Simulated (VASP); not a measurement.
# Ru (Pm-3m) in VASP: further runs

One crystal, Ru, is run at these levels: LDA; tasks: single point, relaxation of cell and atoms.

All numbers are computed with VASP 6.6.1; they aren't measurements. Logs are shortened: lines on timing, memory, paths and dates and some standing lists are left out, and cuts for length are marked.

### 1 The crystal as given

Symmetry: Pm-3m, No. 221, cubic system. The conventional cell has a = 2.464 Å, b = 2.464 Å, c = 2.464 Å, α = 90.00°, β = 90.00°, γ = 90.00°. Ru (site symmetry m-3m) is surrounded by 6 Ru at 2.46 Å.

This isn't the form of Ru at room conditions, which is hcp.

### 2 Single point, LDA

INCAR reads:

```
  PREC = Accurate
  ENCUT = 520
  EDIFF = 1E-6
  ISMEAR = -1
  SIGMA = 0.1
  LREAL = False
  LASPH = True
  NELM = 80
  ALGO = Normal
  ISIF = 2
  LWAVE = False
  LCHARG = False
  NBANDS = 13
```

KPOINTS reads:

```
Automatic mesh
0
Gamma
  21 21 21
```

POSCAR reads:

```
Ru
1.0
    2.4642137828      0.0000000000      0.0000000000
    0.0000000000      2.4642137828      0.0000000000
    0.0000000000      0.0000000000      2.4642137828
Ru
1
Direct
    0.0000000000      0.0000000000      0.0000000000
```

Potentials or basis: VASP PAW LDA potentials, release 64 (Ru_pv).

Run with:

```
$ cat potpaw_LDA.64/Ru_pv/POTCAR > POTCAR
$ mpirun -np 1 vasp_std > vasp.out
```

OUTCAR:

```text
PREC = Accurate
   ENCUT = 520
   EDIFF = 1E-6
   ISMEAR = -1
   LREAL = False
   LASPH = True
   NELM = 80
   ISIF = 2

 ion  position               nearest neighbor table
   1  0.000  0.000  0.000-

  LATTYP: Found a simple cubic cell.
 ALAT       =     2.4642137828

  Lattice vectors:

 A1 = (   2.4642137828,   0.0000000000,   0.0000000000)
 A2 = (   0.0000000000,   2.4642137828,   0.0000000000)
 A3 = (   0.0000000000,   0.0000000000,   2.4642137828)

Analysis of symmetry for initial positions (statically):
=====================================================================
 Subroutine PRICEL returns:
 Original cell was already a primitive cell.

 Routine SETGRP: Setting up the symmetry group for a
 simple cubic supercell.

 Subroutine GETGRP returns: Found 48 space group operations
 (whereof 48 operations were pure point group operations)
 out of a pool of 48 trial point group operations.

The static configuration has the point symmetry O_h .

Analysis of symmetry for dynamics (positions and initial velocities):
=====================================================================
 Subroutine PRICEL returns:
 Original cell was already a primitive cell.

 Routine SETGRP: Setting up the symmetry group for a
 simple cubic supercell.

 Subroutine GETGRP returns: Found 48 space group operations
 (whereof 48 operations were pure point group operations)
 out of a pool of 48 trial point group operations.

The dynamic configuration has the point symmetry O_h .

 Subroutine INISYM returns: Found 48 space group operations
 (whereof 48 operations are pure point group operations),
 and found     1 'primitive' translations

----------------------------------------------------------------------------------------

                                     Primitive cell

  volume of cell :      14.9636

  direct lattice vectors                    reciprocal lattice vectors
     2.464213783  0.000000000  0.000000000     0.405808947  0.000000000  0.000000000
     0.000000000  2.464213783  0.000000000     0.000000000  0.405808947  0.000000000
     0.000000000  0.000000000  2.464213783     0.000000000  0.000000000  0.405808947

  length of vectors
     2.464213783  2.464213783  2.464213783     0.405808947  0.405808947  0.405808947

  position of ions in fractional coordinates (direct lattice)
     0.000000000  0.000000000  0.000000000

  ion indices of the primitive-cell ions
   primitive index   ion index
                 1           1

----------------------------------------------------------------------------------------

 KPOINTS: Automatic mesh

Automatic generation of k-mesh.
 Grid dimensions read from file:
 generate k-points for:   21   21   21

 Generating k-lattice:

  Cartesian coordinates                     Fractional coordinates (reciprocal lattice)
     0.019324236  0.000000000  0.000000000     0.047619048  0.000000000  0.000000000
     0.000000000  0.019324236  0.000000000     0.000000000  0.047619048  0.000000000
     0.000000000  0.000000000  0.019324236     0.000000000  0.000000000  0.047619048

  Length of vectors
     0.019324236  0.019324236  0.019324236

  Shift w.r.t. Gamma in fractional coordinates (k-lattice)
     0.000000000  0.000000000  0.000000000

 Subroutine IBZKPT returns following result:
 ===========================================

 Found    286 irreducible k-points:

 Following reciprocal coordinates:
            Coordinates               Weight
  0.000000  0.000000  0.000000      1.000000
  0.047619  0.000000  0.000000      6.000000
  0.095238  0.000000  0.000000      6.000000
  0.142857  0.000000  0.000000      6.000000
  0.190476  0.000000  0.000000      6.000000
  0.238095  0.000000  0.000000      6.000000
[... 16 lines left out ...]
  0.142857  0.095238  0.000000     24.000000
  0.190476  0.095238  0.000000     24.000000
 [... further k-points ...]
   k-points           NKPTS =    286   k-points in BZ     NKDIM =    286   number of bands    NBANDS=     13
   number of dos      NEDOS =    301   number of ions     NIONS =      1
   total plane-waves  NPLWV =   5832
   dimension x,y,z NGX =    18 NGY =   18 NGZ =   18
   dimension x,y,z NGXF=    36 NGYF=   36 NGZF=   36
   ions per type =               1
   NGX,Y,Z   is equivalent  to a cutoff of  12.14, 12.14, 12.14 a.u.
   NGXF,Y,Z  is equivalent  to a cutoff of  24.29, 24.29, 24.29 a.u.
 SYSTEM =  unknown system
   PREC   = accura    normal or accurate (medium, high low for compatibility)
   ISTART =      0    job   : 0-new  1-cont  2-samecut
   ICHARG =      2    charge: 1-file 2-atom 10-const
   ISPIN  =      1    spin polarized calculation?
   LNONCOLLINEAR =      F non collinear calculations
   LSORBIT =      F    spin-orbit coupling
   LASPH  =      T    aspherical Exc in radial PAW
   ENCUT  =  520.0 eV  38.22 Ry    6.18 a.u.   4.58  4.58  4.58*2*pi/ulx,y,z
   NELM   =     80;   NELMIN=  2; NELMDL= -5     # of ELM steps
   EDIFF  = 0.1E-05   stopping-criterion for ELM
   LREAL  =      F    real-space projection
   EDIFFG = 0.1E-04   stopping-criterion for IOM
   NSW    =      0    number of steps for IOM
   IBRION =     -1    ionic relax: 0-MD 1-quasi-New 2-CG
   NFREE  =      0    steps in history (QN), initial steepest desc. (CG)
   ISIF   =      2    stress and relaxation
   ISYM   =      2    0-nonsym 1-usesym 2-fastsym
   POTIM  = 0.5000    time-step for ionic-motion
   TEBEG  =    0.0;   TEEND  =   0.0 temperature during run
   PSTRESS=    0.0 pullay stress
   NELECT =      14.0000    total number of electrons
   NUPDOWN=      -1.0000    fix difference up-down
   EMIN   =  10.00;   EMAX   =-10.00  energy-range for DOS
   EFERMI =   0.00;   METHOD = LEGACY
   ISMEAR =    -1;   SIGMA  =   0.10  broadening in eV -4-tet -1-fermi 0-gaus
   EFERMI_NEDOS =   21; number of points for ismear=-14 and -15
   IALGO  =     38    algorithm
   IMIX   =      4    mixing-type and parameters
     AMIX     =   0.40;   BMIX     =  1.00
     AMIX_MAG =   1.60;   BMIX_MAG =  1.00
  volume/ion in A,a.u.               =      14.96       100.98
  Fermi-wavevector in a.u.,A,eV,Ry     =   1.601176  3.025784 34.882144  2.563765
  Thomas-Fermi vector in A             =   2.698196
   LORBIT       =      0    0 simple, 1 ext, 2 COOP (PROOUT), +10 PAW based schemes
   GGA     = CA    functional components
   LHFCALC =     F    Hartree Fock is set to
   AEXX    =    0.0000 exact exchange contribution
   IVDW    =     0    specifies the selected vdW correction
   LEPSILON=     F    determine dielectric tensor
   LRPA    =     F    only Hartree local field effects (RPA)
 non-spin polarized calculation
  energy-cutoff  :      520.00
  volume of cell :       14.96
 maximum number of plane-waves:       423
   NGX =  9   NGY =  9   NGZ =  9

 number of electron      14.0000002 magnetization

 Free energy of the ion-electron system (eV)
  ---------------------------------------------------
  ext. energy  EPLUGINS =         0.00000000
  ---------------------------------------------------
  free energy    TOTEN  =        -9.49501877 eV

  energy without entropy =       -9.44897315  energy(sigma->0) =       -9.47199596

 E-fermi :  11.2612     XC(G=0): -13.6325

 val. band max:       11.2553073453   @ k =   0.3333   0.3333   0.0000
 cond. band min:      11.2669168266   @ k =   0.2381   0.1905   0.1429
 fundamental gap:      0.0116094814
 Fermi energy:        11.2611831053

 k-point     1 :       0.0000    0.0000    0.0000
  band No.  band energies     occupation
      1     -30.9678      2.00000
      2     -30.9678      2.00000
      3     -30.9678      2.00000
      4       3.7527      2.00000
      5       5.4905      2.00000
      6       5.4905      2.00000
      7      13.0510      0.00000
      8      13.0510      0.00000
      9      13.0510      0.00000
     10      21.6710      0.00000
     11      28.2260      0.00000
     12      28.2260      0.00000
     13      28.2260      0.00000

 k-point     2 :       0.0476    0.0000    0.0000
  band No.  band energies     occupation
      1     -30.9976      2.00000
      2     -30.9652      2.00000
      3     -30.9652      2.00000
      4       3.8269      2.00000
      5       5.5069      2.00000
      6       5.5675      2.00000
      7      12.9688      0.00000
      8      12.9688      0.00000
      9      13.0571      0.00000
     10      21.6709      0.00000
     11      27.7792      0.00000
     12      28.3651      0.00000
     13      28.3651      0.00000

 k-point     3 :       0.0952    0.0000    0.0000
  band No.  band energies     occupation
      1     -31.0841      2.00000
      2     -30.9579      2.00000
      3     -30.9579      2.00000
      4       4.0351      2.00000
      5       5.5555      2.00000
      6       5.8054      2.00000
      7      12.7365      0.00000
      8      12.7365      0.00000
      9      13.0751      0.00000
     10      21.6707      0.00000
     11      26.6978      0.00000
     12      28.7658      0.00000
     13      28.7658      0.00000

 k-point     4 :       0.1429    0.0000    0.0000
  band No.  band energies     occupation
      1     -31.2181      2.00000
      2     -30.9463      2.00000
      3     -30.9463      2.00000
      4       4.3397      2.00000
      5       5.6327      2.00000
      6       6.2187      2.00000
      7      12.3914      0.00002
      8      12.3914      0.00002
      9      13.1034      0.00000
     10      21.6706      0.00000
     11      25.3641      0.00000
     12      29.3836      0.00000
     13      29.3836      0.00000

 k-point     5 :       0.1905    0.0000    0.0000
  band No.  band energies     occupation
      1     -31.3862      2.00000
      2     -30.9316      2.00000
      3     -30.9316      2.00000
      4       4.6965      2.00000
      5       5.7330      2.00000
      6       6.8122      2.00000
      7      11.9803      0.00151
      8      11.9803      0.00151
      9      13.1397      0.00000
     10      21.6703      0.00000
     11      23.9952      0.00000
     12      30.1605      0.00000
     13      30.1605      0.00000
[... 257 lines left out ...]
 k-point    22 :       0.0952    0.0952    0.0000
  band No.  band energies     occupation
      1     -31.0791      2.00000
      2     -31.0683      2.00000
      3     -30.9481      2.00000
      4       4.3207      2.00000
      5       5.7536      2.00000
      6       5.9774      2.00000
      7      12.4121      0.00002
      8      12.7100      0.00000
      9      12.8194      0.00000
     10      21.6707      0.00000
     11      27.0650      0.00000
     12      27.2764      0.00000
     13      29.3095      0.00000

 k-point    23 :       0.1429    0.0952    0.0000
  band No.  band energies     occupation
      1     -31.2076      2.00000
      2     -31.0613      2.00000
      3     -30.9366      2.00000
      4       4.6227      2.00000
      5       5.8746      2.00000
      6       6.3386      2.00000
      7      12.0621      0.00066
      8      12.4096      0.00002
      9      12.8113      0.00000
     10      21.6706      0.00000
     11      25.8090      0.00000
     12      27.6877      0.00000
     13      29.9325      0.00000

 k-point    24 :       0.1905    0.0952    0.0000
  band No.  band energies     occupation
      1     -31.3749      2.00000
      2     -31.0460      2.00000
      3     -30.9219      2.00000
      4       4.9685      2.00000
      5       5.9909      2.00000
      6       6.9050      2.00000
      7      11.6600      0.03641
      8      12.0079      0.00114
      9      12.8478      0.00000
     10      21.6704      0.00000
     11      24.4227      0.00000
     12      28.2887      0.00000
     13      30.7169      0.00000

 [... further k-points ...]

------------------------ aborting loop because EDIFF is reached ----------------------------------------

  FORCE on cell =-STRESS in cart. coord.  units (eV):
  Direction    XX          YY          ZZ          XY          YZ          ZX
  --------------------------------------------------------------------------------------
  -------------------------------------------------------------------------------------
  Total        0.0897617      0.0897617      0.0897617     -0.0000000     -0.0000000      0.0000000
  in kB        9.6109502      9.6109502      9.6109502     -0.0000000     -0.0000000      0.0000000
  external PRESSURE =       9.6109502 kB  Pullay stress =       0.0000000 kB

 VOLUME and BASIS-vectors are now :
 -----------------------------------------------------------------------------
  energy-cutoff  :      520.00
  volume of cell :       14.96
      direct lattice vectors                 reciprocal lattice vectors
     2.464213783  0.000000000  0.000000000     0.405808947  0.000000000  0.000000000
     0.000000000  2.464213783  0.000000000     0.000000000  0.405808947  0.000000000
     0.000000000  0.000000000  2.464213783     0.000000000  0.000000000  0.405808947

 POSITION                                       TOTAL-FORCE (eV/Angst)
 -----------------------------------------------------------------------------------
      0.00000      0.00000      0.00000         0.000000      0.000000      0.000000
 -----------------------------------------------------------------------------------
    total drift:                                0.000000      0.000000      0.000000

  FREE ENERGIE OF THE ION-ELECTRON SYSTEM (eV)
  ---------------------------------------------------
  free  energy   TOTEN  =        -9.4950187679 eV

  energy  without entropy=       -9.4489731510  energy(sigma->0) =       -9.47199596
```

Run time: 25 s. Hardware: 1 thread of Intel Xeon Platinum 8259CL at 2.50GHz (Skylake/Cascade Lake), shared host; peak memory 0.15 GiB.

What came out:

```yaml
Free_energy: -9.4950 eV
Pressure: 1.0 GPa
Band_gap_on_the_k_mesh: none (metal or under the smearing width)
```

### 3 Single point, LDA

This run uses another cell than the first one, of 16.16 Å³/atom, 1.080 times its volume.

INCAR reads:

```
SYSTEM = Ru
PREC = Accurate
ENCUT = 520
EDIFF = 1E-6
ISMEAR = -1
SIGMA = 0.1
LREAL = .FALSE.
LASPH = .TRUE.
NELM = 60
ALGO = Normal
ISIF = 2
LWAVE = .FALSE.
LCHARG = .FALSE.
GGA = CA
NBANDS = 13
```

KPOINTS reads:

```
Automatic mesh
0
G
  14 14 14
  0 0 0
```

POSCAR reads:

```
Ru
1.0
    2.5282477777      0.0000000000      0.0000000000
    0.0000000000      2.5282477777      0.0000000000
    0.0000000000      0.0000000000      2.5282477777
Ru
1
Direct
    0.0000000000      0.0000000000      0.0000000000
```

Potentials or basis: VASP PAW LDA potentials, release 64 (Ru_pv).

Run with:

```
$ cat potpaw_LDA.64/Ru_pv/POTCAR > POTCAR
$ mpirun -np 1 vasp_std > vasp.out
```

It took 14 s on 1 thread of Intel Xeon Platinum 8259CL at 2.50GHz (Skylake/Cascade Lake), shared host; peak memory 0.13 GiB.

The run converged. Its results:

```yaml
Free_energy: -9.4325 eV
Pressure: -16.1 GPa
Band_gap_on_the_k_mesh: none (metal or under the smearing width)
```

Levels at points of the mesh, in eV from the Fermi level:
| k point | band 4 | band 5 | band 6 | band 7 | band 8 | band 9 | band 10 | band 11 |
| --- | --- | --- | --- | --- | --- | --- | --- | --- |
| (0.00, 0.00, 0.00) | -7.04 | -5.18 | -5.18 | 1.59 | 1.59 | 1.59 | 10.49 | 16.39 |
| (0.50, 0.00, 0.00) | -4.45 | -4.38 | -0.95 | -0.95 | -0.19 | 1.84 | 7.14 | 10.49 |
| (0.50, 0.50, 0.00) | -5.86 | -3.51 | -0.45 | -0.45 | 3.45 | 5.56 | 5.56 | 10.49 |
| (0.50, 0.50, 0.50) | -4.56 | -4.56 | -4.56 | 3.62 | 3.62 | 9.29 | 10.49 | 12.28 |

Caveat: so large a pressure means that the cell lies far from this level's equilibrium, or that cutoff or potentials fall short.

### 4 Single point, LDA

INCAR reads:

```
SYSTEM = Ru
  PREC = Accurate
  ENCUT = 520
  EDIFF = 1E-6
  ISMEAR = -1
  SIGMA = 0.1
  LREAL = .False.
  LASPH = .True.
  NELM = 60
  ALGO = Normal
  ISIF = 2
  LWAVE = .False.
  LCHARG = .False.
  NBANDS = 13
```

KPOINTS reads:

```
Automatic mesh
0
Gamma
  13 13 13
  0 0 0
```

POSCAR reads:

```
Ru
1.0
    2.4642137828      0.0000000000      0.0000000000
    0.0000000000      2.4642137828      0.0000000000
    0.0000000000      0.0000000000      2.4642137828
Ru
1
Direct
    0.0000000000      0.0000000000      0.0000000000
```

Run with:

```
$ cat potpaw_LDA.64/Ru_pv/POTCAR > POTCAR
$ mpirun -np 1 vasp_std > vasp.out
```

It took 8.7 s on 1 thread of Intel Xeon Platinum 8259CL at 2.50GHz (Skylake/Cascade Lake), shared host; peak memory 0.12 GiB.

The run converged. Its results:

```yaml
Free_energy: -9.4933 eV
Pressure: 0.9 GPa
Band_gap_on_the_k_mesh: none (metal or under the smearing width)
```

Levels at points of the mesh, in eV from the Fermi level:
```tsv
k point	band 5	band 6	band 7	band 8	band 9	band 10
(0.00, 0.00, 0.00)	-5.77	-5.77	1.79	1.79	1.79	10.41
```

(Part 1 of 2 ends here.)
